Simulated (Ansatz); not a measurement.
## Bi2Te3 (Tellurobismuthite) in Ansatz: the effect of functional

Crystal: Bi2Te3 (Tellurobismuthite).

```
Bi Te
1.0
     2.19300    1.26613   10.16567
    -2.19300    1.26613   10.16567
     0.00000   -2.53226   10.16567
Bi Te
2 3
Direct
  0.60000 0.60000 0.60000
  0.40000 0.40000 0.40000
  0.79050 0.79050 0.79050
  0.20950 0.20950 0.20950
  0.00000 0.00000 0.00000
```

Alike in all runs:

| Item | Value |
| --- | --- |
| Program | Ansatz 0.2.0 |
| Task | band structure |
| Potentials or basis | Ansatz PAW |
| k mesh | 7 × 7 × 7 |
| Occupations | fermi-dirac, width 0.05 eV |
| Spin | no spin polarisation |

Problem. One run gave: gap on the mesh 0.24 eV; pressure -0.6 GPa; largest force 0.11 eV/Å. Which functional did it use?
A. BLYP
B. revPBE
C. r2SCAN
D. PBEsol
E. RPBE

Solution. D.

| functional | cutoff | gap on the mesh (eV) | pressure (GPa) | largest force (eV/Å) |
| --- | --- | --- | --- | --- |
| LDA | 420 eV (not typed: the program's choice for these potentials) | 0.21 | -1.8 | 0.19 |
| PBEsol | 420 eV (not typed: the program's choice for these potentials) | 0.24 | -0.6 | 0.11 |
| RPBE | 420 eV (not typed: the program's choice for these potentials) | 0.34 | 3.3 | 0.04 |
| revPBE | 420 eV (not typed: the program's choice for these potentials) | 0.33 | 2.9 | 0.04 |
| BLYP | 420 eV (not typed: the program's choice for these potentials) | 0.33 | 5.4 | 0.06 |
| r2SCAN | 500 eV (not typed: the program's choice for these potentials) | 0.52 | 1.3 | 0.29 |

Caveats: spin-orbit coupling is left out, which as a rule narrows the gap of such compounds by several tenths of an eV; the PAW data sets come from PBE, with cores solved anew for the run's functional, which leaves a small shift of forces and pressure.

Runs at the PBE level aren't shown here.
